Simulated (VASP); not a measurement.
Crystal: Si.

```
Si
1.0
     0.00000    5.42712    5.42712
     5.42712    0.00000    5.42712
     5.42712    5.42712    0.00000
Si
16
Cartesian
  4.0703 4.0703 4.0703
  6.7839 6.7839 4.0703
  6.7839 4.0703 6.7839
  9.4975 6.7839 6.7839
  4.0703 6.7839 6.7839
  6.7839 9.4975 6.7839
  6.7839 6.7839 9.4975
  9.4975 9.4975 9.4975
  2.7136 2.7136 2.7136
  5.4271 5.4271 2.7136
  5.4271 2.7136 5.4271
  8.1407 5.4271 5.4271
  2.7136 5.4271 5.4271
  5.4271 8.1407 5.4271
  5.4271 5.4271 8.1407
  8.1407 8.1407 8.1407
```

```yaml
Program: VASP 6.6.1
Task: phonon dispersion
Functional: LDA
Potentials_or_basis: VASP PAW LDA potentials, release 64 (Si)
Cutoff: 520 eV
k_mesh: 3 × 3 × 3
Occupations: gaussian, width 0.03 eV
Spin: no spin polarisation
Long-range_dipole_term: no
Supercell_matrix: "[2, 0, 0, 0, 2, 0, 0, 0, 2]"
Further_INCAR_settings: LREAL = Auto; ALGO = Normal; EDIFF = 1e-07; IBRION = 6; POTIM = 0.015; NSW = 1
```

Problem. Is this structure dynamically stable at this level, and how far does the spectrum reach?

Solution. Yes, as far as this q mesh shows: no mode on the path is imaginary. The highest frequency is 508 cm⁻¹.

Phonon frequencies at the corners of the path (cm⁻¹, interpolated; i marks imaginary ones):
| point | frequencies |
| --- | --- |
| Γ | 0 0 0 508 508 508 |
| X | 142 142 404 404 452 452 |
| W | 191 191 372 372 464 464 |
| K | 133 216 365 390 461 468 |
| L | 111 111 374 404 482 482 |
| U | 133 216 365 390 461 468 |

A q mesh this small can miss soft modes between its points.
